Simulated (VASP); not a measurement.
# BN: molecular dynamics with a thermostat, by thermostat

BN, P6_3mc (no. 186), 16 atoms in the cell. LDA, molecular dynamics; PAW potentials N, B (LDA set).

| Thermostat | Mean temperature (K) | Rise of the mean potential energy above the start (meV/atom) | Electronic steps per ionic step after the first | Time (s) |
|---|---|---|---|---|
| none (NVE) | 148 | 18.5 | 4.0 | 194 |
| Nose, MDALGO 0, SMASS 0 | 305 | 42.6 | 4.0 | 194 |
| Nose-Hoover, SMASS 1 | 432 | 54.1 | 4.0 | 202 |
| Nose-Hoover, SMASS 0 | 299 | 39.2 | 4.0 | 195 |
| Andersen, probability 0.05 | 264 | 34.0 | 4.7 | 218 |
| Andersen, probability 0.2 | 283 | 43.1 | 5.1 | 237 |
| Langevin, friction 5/ps | 178 | 22.4 | 4.9 | 225 |
| Langevin, friction 10/ps | 206 | 26.0 | 5.0 | 229 |
| Nose-Hoover chain of 5, period 100 steps | 202 | 25.2 | 4.0 | 197 |
| Nose-Hoover chain of 4, period 10 steps, NRESPA 2, NS 3 | 319 | 39.4 | 4.0 | 198 |
| CSVR, period 100 steps | 249 | 31.1 | 4.0 | 199 |

Limits: 198 fs of 16 atoms are too short for converged averages; the cell is only 4.2 Å across, so each atom moves in step with near copies of itself.

## Input of the first row

INCAR:
```
SYSTEM = BN
GGA = CA
PREC = Normal
ENCUT = 400
EDIFF = 1E-5
NELMIN = 4
NELM = 60
ALGO = Normal
LREAL = Auto
LASPH = .True.
ISMEAR = 0
SIGMA = 0.05
ISYM = 0
LWAVE = .False.
LCHARG = .False.
IBRION = 0
NSW = 198
POTIM = 1.0
TEBEG = 300
TEEND = 300
ISIF = 2
RANDOM_SEED = 550463 0 0
MDALGO = 1
ANDERSEN_PROB = 0.0
KPAR = 4
```

KPOINTS:
```
k-points
0
Gamma
  2 2 3
```

POSCAR:
```
BN
1.0
    5.1078792034      0.0000000000      0.0000000000
   -2.5539396018      4.4235531496      0.0000000000
    0.0000000000      0.0000000000      4.2268550000
N B
8 8
Direct
    0.1666666666      0.3333333334      0.1252760000
    0.1666666667      0.8333333334      0.1252760000
    0.6666666666      0.3333333334      0.1252760000
    0.6666666667      0.8333333334      0.1252760000
    0.3333333334      0.1666666666      0.6252760000
    0.3333333334      0.6666666666      0.6252760000
    0.8333333333      0.1666666666      0.6252760000
    0.8333333333      0.6666666666      0.6252760000
    0.1666666666      0.3333333334      0.4997240000
    0.1666666667      0.8333333334      0.4997240000
    0.6666666666      0.3333333334      0.4997240000
    0.6666666667      0.8333333334      0.4997240000
    0.3333333334      0.1666666666      0.9997240000
    0.3333333334      0.6666666666      0.9997240000
    0.8333333333      0.1666666666      0.9997240000
    0.8333333333      0.6666666666      0.9997240000
```

Commands:
```
cat potpaw_LDA.64/N/POTCAR potpaw_LDA.64/B/POTCAR > POTCAR
mpirun -np 4 vasp_std > vasp.out
```

Changes of the last row against the first:
```
- MDALGO = 1
- ANDERSEN_PROB = 0.0
+ MDALGO = 5
+ CSVR_PERIOD = 100
```

VASP 6.6.1 took 194 s on 4 cores (Intel Xeon 6975P-C (Granite Rapids)), a shared host.
